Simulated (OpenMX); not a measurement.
Crystal: KBr.

```xyz
2
Lattice="0.0000 3.3000 3.3000 3.3000 0.0000 3.3000 3.3000 3.3000 0.0000" Properties=species:S:1:pos:R:3 pbc="T T T"
Br    3.3000    3.3000    3.3000
K     0.0000    0.0000    0.0000
```

Base run:

| Item | Value |
| --- | --- |
| Program | OpenMX 3.8.5 |
| Functional | PBE |
| Dispersion | D3 |
| Potentials or basis | OpenMX 2013 PBE set, Br7.0-s3p2d2, K10.0-s3p2d1, grid cutoff 300 Ry |
| k mesh | 5 × 5 × 5 |
| Occupations | fermi-dirac, width 0.05 eV |
| Spin | no spin polarisation |

Its results: band gap on the k mesh 4.42 eV, direct; pressure 0.7 GPa.

**Question.** The run is repeated on the same cell with these changes: dispersion from D3 to D3(BJ). What comes out?

**Answer.** Band gap on the k mesh 4.42 eV, direct; pressure -0.2 GPa.

Caveats: an odd mesh through Γ misses points on the zone boundary, where band edges often lie; the basis of atomic orbitals isn't converged, which shifts pressures, moduli and gaps.

Not every run made on this cell is shown here.
